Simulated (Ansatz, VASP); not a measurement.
**W in VASP and in Ansatz**

INCAR

```
SYSTEM = W
PREC = Accurate ; ENCUT = 520
EDIFF = 1E-6 ; ISMEAR = -1
SIGMA = 0.05 ; LREAL = .FALSE.
LASPH = .TRUE. ; NELM = 100
ALGO = Normal ; ISIF = 2
LWAVE = .FALSE. ; LCHARG = .FALSE.
GGA = PE ; NBANDS = 13
```

File KPOINTS:

```
Automatic mesh
0
G
  14 14 14
  0 0 0
```

The input POSCAR:

```
W
1.0
    0.0000000000      2.0025642044      2.0025642044
    2.0025642044      0.0000000000      2.0025642044
    2.0025642044      2.0025642044      0.0000000000
W
1
Direct
    0.0000000000      0.0000000000      0.0000000000
```

Input for Ansatz:

```yaml
crystal:
  lattice:
    - [0.0, 2.0025642044, 2.0025642044]
    - [2.0025642044, 0.0, 2.0025642044]
    - [2.0025642044, 2.0025642044, 0.0]
  atoms:
    - { symbol: W, position: [0.0, 0.0, 0.0] }
kpoints:
  mp_grid: { grid: [14, 14, 14] }
  band_path:
    path:
      - [0.0, 0.0, 0.0]
      - [0.5, 0.0, 0.5]
      - [0.625, 0.25, 0.625]
      - [0.375, 0.375, 0.75]
      - [0.0, 0.0, 0.0]
      - [0.5, 0.5, 0.5]
      - [0.5, 0.25, 0.75]
      - [0.5, 0.0, 0.5]
    npoints: 5
scf:
  occupations: { method: fermi_dirac, width: 0.05 }
hamiltonian:
  xc: pbe
  pseudopotentials: { kind: all_electron, lapw: { basis_error: 0.00025 } }
output:
  forces: true
  stress: true
  eigenvalues: true
```

Change from the starting cell: volume scaled by 0.96.

Alike in both runs: task single point; functional PBE; k mesh 14 × 14 × 14; occupations fermi-dirac, width 0.05 eV; no spin polarisation.

```csv
,VASP,Ansatz
version,VASP 6.6.1,Ansatz 0.2.0
potentials or method,"VASP PAW PBE potentials, release 64 (W_sv)","all-electron LAPW, scalar-relativistic"
plane-wave cutoff (eV),520,see its input
```

Ansatz gave:

* pressure (GPa): 7.2

What did VASP give for the same quantities?

Pressure (GPa): 7.7.

Ansatz ran all-electron here, so the differences hold the error of VASP's frozen core and of both bases.

The runs have no spin-orbit coupling, so splittings on W are missing.
